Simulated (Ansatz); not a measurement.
# Si2W (I4/mmm) in Ansatz: further runs

Aim: see how the results for Si2W move with the level of theory and the settings. Levels: PBEsol, PBEsol+U. Tasks: relaxation of cell and atoms.

Program: Ansatz 0.2.0. These are calculated values, not measurements. Logs are shortened: lines on timing, memory, paths and dates and some standing lists are left out, and cuts for length are marked.

### Step 1. Starting point

The structure is tetragonal, space group I4/mmm (No. 139). Conventional cell: a = 3.214 Å, b = 3.214 Å, c = 7.830 Å, α = 90.00°, β = 90.00°, γ = 90.00°. Around W (site symmetry 4/mmm) lie 10 Si at 2.62 Å. Si (site symmetry 4mm) is surrounded by 5 Si at 2.59 to 2.63 Å and 5 W at 2.62 Å.

### Step 2. Relaxation of cell and atoms, PBEsol

Contents of input.yaml:

```yaml
crystal:
  lattice:
    - [-1.6069, 1.6069, 3.91495]
    - [1.6069, -1.6069, 3.91495]
    - [1.6069, 1.6069, -3.91495]
  atoms:
    - { symbol: W, position: [0.0, 0.0, 0.0] }
    - { symbol: Si, position: [0.6653, 0.6653, 0.0] }
    - { symbol: Si, position: [0.3347, 0.3347, 0.0] }
hamiltonian:
  xc: pbesol
  pseudopotentials: { kind: paw }
kpoints:
  mp_grid: { grid: [12, 12, 12] }
scf:
  occupations: { method: fermi_dirac, width: 0.05 }
output:
  forces: true
  stress: true
  eigenvalues: true
relax:
  f_tol: 0.01
  max_steps: 40
  cell: { stress_tol: 0.05 }
```

Potentials or basis: Ansatz PAW.

Run with:

```bash
$ ansatz run input.yaml --threads 2 --pin off --max-ram 5632MiB --backend cpu --events-out ev --progress --plain --runs-dir out
```

Log:

```text
Warning: RAYON_NUM_THREADS=2 ignored (pool sized by the plan → 2); use --threads N
Engine: ansatz 0.2.0, aarch64-unknown-linux-gnu
Pseudopotentials: kind: paw
Pseudopotential: W, paw, valence charge 14, recommended cutoff 420 eV (normal), W.paw.azcp
Pseudopotential: Si, paw, valence charge 4, recommended cutoff 420 eV (normal), Si.paw.azcp
Functional definition: PBEsol
  exchange = pbesol_x
  correlation = pbesol_c
Crystal: 3 atoms, lattice volume = 40.436 Å³
Basis set: ecut = 420 eV, 793 PW (Γ), exchange–correlation on 64×64×64 points (8 copies of the dense FFT grid, shifted against one another)
Bands: 15, of which v1, the nominal top of the filled ones, is band 11 counted from 1 (10 counted from 0)
Symmetry: 16 space group operations
Space group: I4/mmm (ITA 139), of the structure as read, at distance tolerance 3.4e-5 Å
k-points: 163 of 1728
Non-local potential: W, projectors of the file, l = 0: 3, l = 1: 2, l = 2: 2, l = 3: 1
Non-local potential: Si, projectors of the file, l = 0: 2, l = 1: 2, l = 2: 2
PAW form: soft (Blöchl's): semilocal exchange-correlation on the pseudo side does not see the compensation charge
PAW frozen core: W, regenerated for the run's functional, and the local potential with it (the file was generated under x = pbe(κ = 0.804, μ = 0.2195149727645171), c = pbe(β = 0.06672455060314922))
PAW frozen core: Si, regenerated for the run's functional, and the local potential with it (the file was generated under x = pbe(κ = 0.804, μ = 0.2195149727645171), c = pbe(β = 0.06672455060314922))
PAW one-centre angular grid: W, 590 points (default); XC on 64 Gauss nodes
PAW one-centre angular grid: Si, 110 points (default); XC on 64 Gauss nodes
Initial density: superposition of atomic densities (neutral atoms: chi_scale 0, normalization atom), corrected by the library's trained network
Initial wavefunctions: pseudopotential atomic-orbital guess
Functional: x = pbesol(κ = 0.804, μ = 0.12345679012345678), c = pbesol(β = 0.046)
SCF iter   1: F=—  HF=-11500.895930 eV  |F-HF|=—  |Δ(HF+E_count)|=         —  Δρ=4.47e-3  dr2=6.53e-3  ethr=1.77e-3  ⟨swp⟩=5.4  Hψ=14288  notcnv=0
preconditioner: auto → Kerker (q_TF=auto, 2.465 Å⁻¹)  [metal: Δε(μ)=0.083 eV  Ē_g=8.107 eV  σ=0.050 eV  W_gap=0.38  n_scr=10 (ndim 8)  ℏωp=21.8 eV  f_vac=0.000  D(μ)=0.22/eV (n_scr^D=0)]
SCF iter   2: F=—  HF=-11500.894988 eV  |F-HF|=—  |Δ(HF+E_count)|=   9.42e-4  Δρ=2.33e-3  dr2=1.11e-3  ethr=2.97e-5  ⟨swp⟩=1.0  Hψ=3754  notcnv=0
SCF iter   3: F=—  HF=-11500.894906 eV  |F-HF|=—  |Δ(HF+E_count)|=   8.18e-5  Δρ=6.05e-4  dr2=8.83e-5  ethr=5.05e-6  ⟨swp⟩=1.9  Hψ=3351  notcnv=0
SCF iter   4: F=—  HF=-11500.894888 eV  |F-HF|=—  |Δ(HF+E_count)|=   1.79e-5  Δρ=6.44e-5  dr2=1.49e-6  ethr=4.01e-7  ⟨swp⟩=2.6  Hψ=3607  notcnv=0
iter 5 did not close the SCF: its close was put off for the readings that it lacked (scf_convergence_deferred on its scf_iter line)
SCF iter   5: F=-11500.894888 eV  HF=-11500.894888 eV  |F-HF|=1.09e-8  |Δ(HF+E_count)|=   3.30e-7  Δρ=9.32e-6  dr2=3.17e-8  ethr=6.77e-9  ⟨swp⟩=2.3  Hψ=3489  notcnv=0
SCF iter   6: F=-11500.894888 eV  HF=-11500.894888 eV  |F-HF|=7.79e-10  |Δ(HF+E_count)|=   3.93e-9  Δρ=1.55e-6  dr2=1.25e-9  ethr=1.44e-10  ⟨swp⟩=2.1  Hψ=8340  notcnv=0
SCF 1 converged in 6 iterations: F = -11500.894888 eV  dr2 = 1.25e-9
relax step   1: F+E_penalty+E_count = -11500.89488811 eV  Δ(F+E_penalty+E_count) = +0.000e0 eV  max|allowed force component| = 2.204e-2 eV/Å  Δτ_max = 0.0000 Å  P = -1.968 GPa  Ω = 40.436 Å³  (6 SCF iters, dr2 threshold 1.00e-7 eV, accepted)
Crystal: 3 atoms, lattice volume = 39.936 Å³
Basis set: ecut = 420 eV, 769 PW (Γ), exchange–correlation on 64×64×64 points (8 copies of the dense FFT grid, shifted against one another)
Initial density: handed on by an earlier stage of this run
Initial wavefunctions: those handed on with the density
iter 1 solved again at ethr=6.41e-7 eV; its pass at ethr=3.10e-3 eV (dr2=1.41e-4 eV) is discarded
SCF iter   1: F=—  HF=-11500.896930 eV  |F-HF|=—  |Δ(HF+E_count)|=         —  Δρ=5.70e-4  dr2=1.72e-4  ethr=6.41e-7  ⟨swp⟩=2.3  Hψ=15486  notcnv=0
preconditioner: auto → Kerker (q_TF=auto, 2.470 Å⁻¹)  [metal: Δε(μ)=0.073 eV  Ē_g=8.199 eV  σ=0.050 eV  W_gap=0.34  n_scr=10 (ndim 8)  ℏωp=22.0 eV  f_vac=0.000  D(μ)=0.21/eV (n_scr^D=0)]
SCF iter   2: F=—  HF=-11500.896888 eV  |F-HF|=—  |Δ(HF+E_count)|=   4.22e-5  Δρ=3.11e-4  dr2=4.28e-5  ethr=6.41e-7  ⟨swp⟩=1.6  Hψ=2807  notcnv=0
SCF iter   3: F=—  HF=-11500.896872 eV  |F-HF|=—  |Δ(HF+E_count)|=   1.56e-5  Δρ=6.70e-5  dr2=2.35e-6  ethr=1.95e-7  ⟨swp⟩=2.4  Hψ=3569  notcnv=0
SCF iter   4: F=-11500.896871 eV  HF=-11500.896871 eV  |F-HF|=3.08e-8  |Δ(HF+E_count)|=   6.29e-7  Δρ=1.19e-5  dr2=5.28e-8  ethr=1.36e-9  ⟨swp⟩=6.0  Hψ=11421  notcnv=0
SCF 2 converged in 4 iterations: F = -11500.896871 eV  dr2 = 5.28e-8
relax step   2: F+E_penalty+E_count = -11500.89687121 eV  Δ(F+E_penalty+E_count) = -1.983e-3 eV  max|allowed force component| = 2.763e-2 eV/Å  Δτ_max = 0.0012 Å  P = +0.826 GPa  Ω = 39.936 Å³  energy of the carried Pulay correction = +1.464e-4 eV  (4 SCF iters, dr2 threshold 3.00e-7 eV, accepted)
Crystal: 3 atoms, lattice volume = 40.082 Å³
iter 1 solved again at ethr=1.72e-7 eV; its pass at ethr=3.10e-3 eV (dr2=3.78e-5 eV) is discarded
SCF iter   1: F=—  HF=-11500.897363 eV  |F-HF|=—  |Δ(HF+E_count)|=         —  Δρ=2.62e-4  dr2=4.78e-5  ethr=1.72e-7  ⟨swp⟩=2.0  Hψ=14620  notcnv=0
preconditioner: auto → Kerker (q_TF=auto, 2.469 Å⁻¹)  [metal: Δε(μ)=0.067 eV  Ē_g=8.175 eV  σ=0.050 eV  W_gap=0.31  n_scr=10 (ndim 8)  ℏωp=21.9 eV  f_vac=0.000  D(μ)=0.21/eV (n_scr^D=0)]
SCF iter   2: F=—  HF=-11500.897351 eV  |F-HF|=—  |Δ(HF+E_count)|=   1.18e-5  Δρ=1.38e-4  dr2=1.27e-5  ethr=1.72e-7  ⟨swp⟩=1.8  Hψ=2916  notcnv=0
SCF iter   3: F=—  HF=-11500.897347 eV  |F-HF|=—  |Δ(HF+E_count)|=   4.59e-6  Δρ=2.88e-5  dr2=7.55e-7  ethr=5.76e-8  ⟨swp⟩=2.5  Hψ=3482  notcnv=0
SCF iter   4: F=-11500.897347 eV  HF=-11500.897347 eV  |F-HF|=8.33e-9  |Δ(HF+E_count)|=   2.42e-7  Δρ=6.42e-6  dr2=1.48e-8  ethr=1.36e-9  ⟨swp⟩=5.7  Hψ=10259  notcnv=0
SCF 3 converged in 4 iterations: F = -11500.897347 eV  dr2 = 1.48e-8
relax step   3: F+E_penalty+E_count = -11500.89734650 eV  Δ(F+E_penalty+E_count) = -4.753e-4 eV  max|allowed force component| = 1.087e-2 eV/Å  Δτ_max = 0.0004 Å  P = -0.009 GPa  Ω = 40.082 Å³  energy of the carried Pulay correction = +1.035e-4 eV  (4 SCF iters, dr2 threshold 3.00e-7 eV, accepted)
Crystal: 3 atoms, lattice volume = 40.080 Å³
iter 1 solved again at ethr=2.70e-9 eV; its pass at ethr=3.10e-3 eV (dr2=5.95e-7 eV) is discarded
SCF iter   1: F=—  HF=-11500.897354 eV  |F-HF|=—  |Δ(HF+E_count)|=         —  Δρ=2.71e-5  dr2=6.32e-7  ethr=2.70e-9  ⟨swp⟩=2.0  Hψ=13605  notcnv=0
preconditioner: auto → Kerker (q_TF=auto, 2.469 Å⁻¹)  [metal: Δε(μ)=0.068 eV  Ē_g=8.175 eV  σ=0.050 eV  W_gap=0.32  n_scr=10 (ndim 8)  ℏωp=21.9 eV  f_vac=0.000  D(μ)=0.21/eV (n_scr^D=0)]
SCF iter   2: F=—  HF=-11500.897352 eV  |F-HF|=—  |Δ(HF+E_count)|=   1.52e-6  Δρ=1.61e-5  dr2=2.24e-7  ethr=2.70e-9  ⟨swp⟩=1.0  Hψ=2452  notcnv=0
SCF iter   3: F=-11500.897352 eV  HF=-11500.897352 eV  |F-HF|=3.83e-9  |Δ(HF+E_count)|=   7.37e-8  Δρ=2.30e-6  dr2=4.98e-9  ethr=3.36e-11  ⟨swp⟩=3.8  Hψ=10243  notcnv=0
SCF 4 converged in 3 iterations: F = -11500.897352 eV  dr2 = 4.98e-9
relax step   4: F+E_penalty+E_count = -11500.89735203 eV  Δ(F+E_penalty+E_count) = -5.532e-6 eV  max|allowed force component| = 4.132e-3 eV/Å  Δτ_max = 0.0003 Å  P = -0.004 GPa  Ω = 40.080 Å³  energy of the carried Pulay correction = +1.041e-4 eV  (3 SCF iters, dr2 threshold 7.39e-9 eV, accepted)
Initial wavefunctions: pseudopotential atomic-orbital guess (no wavefunctions were taken with the density)
iter 1 solved again at ethr=1.45e-8 eV; its pass at ethr=3.10e-3 eV (dr2=3.19e-6 eV) is discarded
SCF iter   1: F=—  HF=-11500.897255 eV  |F-HF|=—  |Δ(HF+E_count)|=         —  Δρ=1.42e-5  dr2=1.45e-8  ethr=1.45e-8  ⟨swp⟩=3.1  Hψ=21265  notcnv=0
SCF iter   2: F=—  HF=-11500.897252 eV  |F-HF|=—  |Δ(HF+E_count)|=   2.99e-6  Δρ=7.46e-6  dr2=4.42e-9  ethr=6.59e-11  ⟨swp⟩=2.2  Hψ=3891  notcnv=0
SCF iter   3: F=—  HF=-11500.897252 eV  |F-HF|=—  |Δ(HF+E_count)|=  5.69e-10  Δρ=4.17e-7  dr2=9.79e-11  ethr=2.01e-11  ⟨swp⟩=2.0  Hψ=4246  notcnv=0
SCF iter   4: F=-11500.897252 eV  HF=-11500.897252 eV  |F-HF|=7.28e-12  |Δ(HF+E_count)|=  2.36e-11  Δρ=1.54e-7  dr2=8.11e-12  ethr=1.00e-12  ⟨swp⟩=6.4  Hψ=11300  notcnv=0
SCF 5 converged in 4 iterations: F = -11500.897252 eV  dr2 = 8.11e-12
relax step   5: F+E_penalty+E_count = -11500.89725173 eV  Δ(F+E_penalty+E_count) = +1.003e-4 eV  max|allowed force component| = 4.114e-3 eV/Å  Δτ_max = 0.0000 Å  P = -0.007 GPa  Ω = 40.080 Å³  stress off target by 1.00e-2 GPa  SCF on the basis re-selected at this cell (its energy is not comparable with the rows above)  (4 SCF iters)
basis re-selected at this cell: Δ(F+E_penalty+E_count) = +1.003e-4 eV, ΔP = -0.003 GPa vs the last step (what re-selecting the basis moved, of the pressure what is left beyond the Pulay correction that the steps carried, after the strain that the cell walked since its last selection, with what the two solves' SCF thresholds leave and, on support functions, any second-order correction that the steps lacked; it is no measure of the basis error at this ecutwfc). This SCF's stress stands 1.00e-2 GPa from its target on what of the cell is left free (relax.cell.stress_tol is 5.00e-2 GPa) and its largest allowed force component is 4.11e-3 eV/Å (relax.f_tol is 1.00e-2 eV/Å): within both
SCF converged after 4 iterations
Free energy (F): -11500.897252 eV
Harris-Foulkes:  -11500.897252 eV  (|F-HF|=7.28e-12)
Internal energy: -11500.895386 eV  (E = F + TS)
E sigma→0 (E₀):  -11500.896319 eV
Entropy (-TS):   -0.001866 eV (-0.622 meV/atom)
Fermi energy:    16.828396 eV
--- Per-component energies (eV) ---
  E_band       = -78.949976
  E_kinetic    = 542.427399
  E_local      = -944.133368  (includes V_loc(G=0)·N_el)
  E_nonlocal   = 53.593032
  E_hartree    = 370.649120
  E_xc         = -379.876747
  E_vxc        = -339.287819  (∫ρ·V_xc dr)
  E_paw        = -9434.333254  (= ΣΔE_a)
  E_vpaw       = -132.847365  (= ΣTr[D̂ρ^β])
  E_aug_tail   = -0.000065  (compensation charges beyond the density's cutoff)
  E_ewald      = -1709.506416
  E_core_change = 0.284913  (= ΣΔE_core)
  E_smearing   = -0.001866  (= −TS)
  E_closure    = 0.000000  (closes the sum)
  Σ components = -11500.897252   (vs F -11500.897252, Δ=0.00e0)
--- Forces (eV/Å), atoms counted from 1 ---
  atom   1  W      0.00000000     0.00000000     0.00000000
  atom   2  Si     0.00000000     0.00000000     0.00411409
  atom   3  Si    -0.00000000    -0.00000000    -0.00411409
  max |Σ_I F_I| component: 1.73e-18 eV/Å
--- Stress (GPa, compression-positive) ---
       -0.006048       0.000000      -0.000000
        0.000000      -0.006048       0.000000
       -0.000000       0.000000      -0.010028
  P = ⅓ Tr σ = -0.0074 GPa (-0.074 kbar)
--- Band table (eV; the first three rows and the last of 163) ---
  k-point 0: bands = ["-56.9254", "-21.2341", "-21.2013", "-21.2013", "2.6658", "9.8916", "13.0745", "13.4076", "13.9456", "13.9456", "17.4349", "19.6318", "19.6823", "19.9470", "19.9470"]
  k-point 1: bands = ["-56.9243", "-21.2312", "-21.2163", "-21.2145", "2.8929", "10.0978", "12.4380", "13.3884", "13.4636", "14.6051", "16.3944", "19.3516", "20.1091", "20.1428", "20.3195"]
  k-point 2: bands = ["-56.9213", "-21.2559", "-21.2504", "-21.2233", "3.5511", "10.6182", "11.7351", "12.2894", "13.6471", "14.6270", "15.0918", "19.3497", "20.4577", "20.5407", "20.9874"]
  k-point 162: bands = ["-56.9252", "-21.2522", "-21.2026", "-21.2026", "4.9500", "5.7356", "12.8854", "14.1873", "15.9939", "15.9939", "16.2919", "16.2919", "17.6135", "21.3218", "21.7831"]
--- Relaxed structure (4 steps of the walk, 4 accepted, 1 SCFs on fresh bases) ---
  F+E_penalty+E_count = -11500.89725173 eV   max|allowed force component| = 4.114e-3 eV/Å   (the final SCF, on the basis selected at the relaxed cell)
  cell:  # Å, volume = 40.0799 Å³
    - [-1.601087678029014, 1.601087678029014, 3.908733552367418]
    - [1.601087678029014, -1.601087678029014, 3.908733552367418]
    - [1.601087678029014, 1.601087678029014, -3.908733552367418]
  atoms:
    - { symbol: W, position: [-2.5386071123387152e-20, -2.538607112338703e-20, 1.3606444038393521e-34] }
    - { symbol: Si, position: [0.6655466927887747, 0.6655466927887747, -6.829970075225074e-35] }
    - { symbol: Si, position: [0.3344533072112254, 0.3344533072112254, -7.098043503198438e-35] }
```

Run time: 14 s. Hardware: 2 threads of Arm Neoverse V2, shared host; peak memory 0.41 GiB.

What came out:

```
Free energy                            : -11500.8973 eV
Relaxed volume                         : 13.36 Å³/atom
Relaxed cell                           : a = 4.517 Å, b = 4.517 Å, c = 4.517 Å, α = 138.48°, β = 138.48°, γ = 60.17°
Space group after relaxing (to 0.05 Å) : I4/mmm (No. 139)
Energy gained by relaxing              : 0.8 meV/atom
Ionic steps                            : 5
Pressure after relaxing                : 0.0 GPa
Largest force after relaxing           : 0.004 eV/Å
Band gap on the k mesh                 : none (metal or under the smearing width)
```

Forces on the atoms (eV/Å):
```
W    0.000  0.000  0.000
Si   0.000  0.000  0.004
Si   0.000  0.000 -0.004
```

Step by step:
| step | energy change (eV) | largest force (eV/Å) | volume (Å³) |
| --- | --- | --- | --- |
| 1 | 0.0000 | 0.0220 | 40.44 |
| 2 | -0.0020 | 0.0276 | 39.94 |
| 3 | -0.0025 | 0.0109 | 40.08 |
| 4 | -0.0025 | 0.0041 | 40.08 |
| 5 | -0.0024 | 0.0041 | 40.08 |

Final structure:
```
W Si
1.0
    -1.60109    1.60109    3.90873
     1.60109   -1.60109    3.90873
     1.60109    1.60109   -3.90873
W Si
1 2
Direct
  0.00000 0.00000 0.00000
  0.66555 0.66555 0.00000
  0.33445 0.33445 0.00000
```

Levels at points of the mesh, in eV from the Fermi level:
| k point | band 7 | band 8 | band 9 | band 10 | band 11 | band 12 | band 13 | band 14 | band 15 |
| --- | --- | --- | --- | --- | --- | --- | --- | --- | --- |
| (0.00, 0.00, 0.00) | -3.75 | -3.42 | -2.88 | -2.88 | 0.61 | 2.80 | 2.85 | 3.12 | 3.12 |
| (0.00, 0.00, -0.50) | -6.06 | -5.49 | -5.07 | -3.33 | -1.76 | 2.80 | 2.98 | 3.14 | 3.88 |
| (0.00, -0.50, 0.00) | -5.81 | -4.89 | -2.84 | -2.83 | -0.47 | 2.71 | 2.80 | 3.94 | 4.45 |
| (-0.50, -0.50, -0.50) | -3.94 | -2.64 | -0.83 | -0.83 | -0.54 | -0.54 | 0.79 | 4.49 | 4.95 |

Caveat: the plane-wave basis is chosen anew once the cell has moved, so the energies of steps on either side of that aren't comparable; the PAW data sets come from PBE, with cores solved anew for the run's functional, which leaves a small shift of forces and pressure.

### Step 3. Relaxation of cell and atoms, PBEsol+U

Changes to input.yaml since step 2:

```diff
@@ -12,2 +12,3 @@
   pseudopotentials: { kind: paw }
+  hubbard: { sites: [{ species: W, l: d, u_eff: 1.0 }] }
 kpoints:
@@ -20,2 +21,6 @@
   eigenvalues: true
+  write_density: true
+  write_potential: true
+  elf: true
+  volumetric_format: npy
 relax:
```

Potentials or basis: Ansatz PAW.

Run with:

```bash
$ ansatz run input.yaml --threads 2 --pin off --max-ram 5632MiB --backend cpu --events-out ev --progress --plain --runs-dir out
```

Wall time 17 s (2 threads of Arm Neoverse V2, shared host); peak memory 0.47 GiB.

It converged, with:

* Free energy: -11499.6773 eV
* Relaxed volume: 13.35 Å³/atom
* Relaxed cell: a = 4.515 Å, b = 4.515 Å, c = 4.515 Å, α = 138.46°, β = 138.46°, γ = 60.21°
* Space group after relaxing (to 0.05 Å): I4/mmm (No. 139)
* Energy gained by relaxing: 0.9 meV/atom
* Ionic steps: 4
* Pressure after relaxing: 0.0 GPa
* Largest force after relaxing: 0.005 eV/Å
* Band gap on the k mesh: none (metal or under the smearing width)

Forces on the atoms (eV/Å):
```
W    0.000  0.000  0.000
Si   0.000  0.000  0.005
Si   0.000  0.000 -0.005
```

Step by step:
| step | energy change (eV) | largest force (eV/Å) | volume (Å³) |
| --- | --- | --- | --- |
| 1 | 0.0000 | 0.0248 | 40.44 |
| 2 | -0.0023 | 0.0247 | 39.89 |
| 3 | -0.0028 | 0.0048 | 40.05 |
| 4 | -0.0027 | 0.0049 | 40.05 |

Final structure:
```xyz
3
Lattice="-1.6012 1.6012 3.9058 1.6012 -1.6012 3.9058 1.6012 1.6012 -3.9058" Properties=species:S:1:pos:R:3 pbc="T T T"
W     0.0000    0.0000    0.0000
Si    0.0000    0.0000    5.1968
Si    0.0000    0.0000    2.6148
```

Levels at points of the mesh, in eV from the Fermi level:
| k point | band 9 | band 10 | band 11 | band 12 | band 13 | band 14 |
| --- | --- | --- | --- | --- | --- | --- |
| (0.00, 0.00, 0.00) | -2.90 | -2.90 | 0.58 | 2.84 | 2.89 | 3.13 |
| (0.00, 0.00, -0.50) | -5.03 | -3.36 | -1.73 | 2.86 | 3.09 | 3.20 |
| (0.00, -0.50, 0.00) | -2.86 | -2.80 | -0.51 | 2.80 | 2.84 | 3.97 |
| (-0.50, -0.50, -0.50) | -0.81 | -0.81 | -0.57 | -0.57 | 0.76 | 4.55 |

Eigenvalues of the final occupation matrices:
```tsv
site	spin	trace	eigenvalues
site 1	1	2.75	0.45 0.50 0.58 0.61 0.61
```

Caveat: the plane-wave basis is chosen anew once the cell has moved, so the energies of steps on either side of that aren't comparable; U without spin polarisation on a metal has little footing; the PAW data sets come from PBE, with cores solved anew for the run's functional, which leaves a small shift of forces and pressure; the U is typed as a test and isn't derived for this compound. The run has no spin-orbit coupling, so splittings on W are missing.

(Continued in part 2 of 2.)
